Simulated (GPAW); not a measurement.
Runs of GPAW 26.7.0 on Ni. The structure is hexagonal, space group P6_3/mmc (No. 194). Conventional cell: a = 2.464 Å, b = 2.464 Å, c = 4.100 Å, α = 90.00°, β = 90.00°, γ = 120.00°. Around Ni (site symmetry -6m2) lie 12 Ni at 2.46 to 2.50 Å. This isn't the form of Ni at room conditions, which is fcc.

```csv
task,cell,lines,response ecut,maxiter,response k mesh,response bands,mesh quality,gap on the mesh (eV),moment (μB)
magnons,"P6_3/mmc, 10.78 Å³/atom",2,150 eV,150,8 × 8 × 4,34,coarse,none,1.37
magnons,"P6_3/mmc, 10.57 Å³/atom",2,150 eV,150,8 × 8 × 4,34,coarse,none,1.36
single point,"P6_3/mmc, 10.57 Å³/atom",-,-,120,-,-,not flagged,none,1.36
magnons,"P6_3/mmc, 11.2 Å³/atom",2,150 eV,150,8 × 8 × 4,34,coarse,none,(a)
magnons,"P6_3/mmc, 10.99 Å³/atom",2,150 eV,150,8 × 8 × 4,34,coarse,none,1.38
```

Alike in all rows: level LDA; potentials or basis the program's PAW data sets (release 1.2.1) made for this functional, pw; spin collinear, ferromagnetic start; k mesh 10 × 10 × 5; cutoff (eV) 450; smearing fermi-dirac 0.05 eV.

Q: Fill in the values left out.

A: (a) 1.39.

Caveats: some runs use coarse meshes; the stock nickel data set gives pressures a few GPa off other programs; the number of bands moves the energies at small q by some ten meV (some runs); the exchange constants hang on this mesh and on the site radius (some runs); magnon energies are noisy on this mesh (some runs); the cutoff is short for stress and forces, so pressures can be off by a GPa or more (some runs).

A gap of «none» marks a metal or a gap under the smearing width.

Runs at the PBE level aren't shown here.
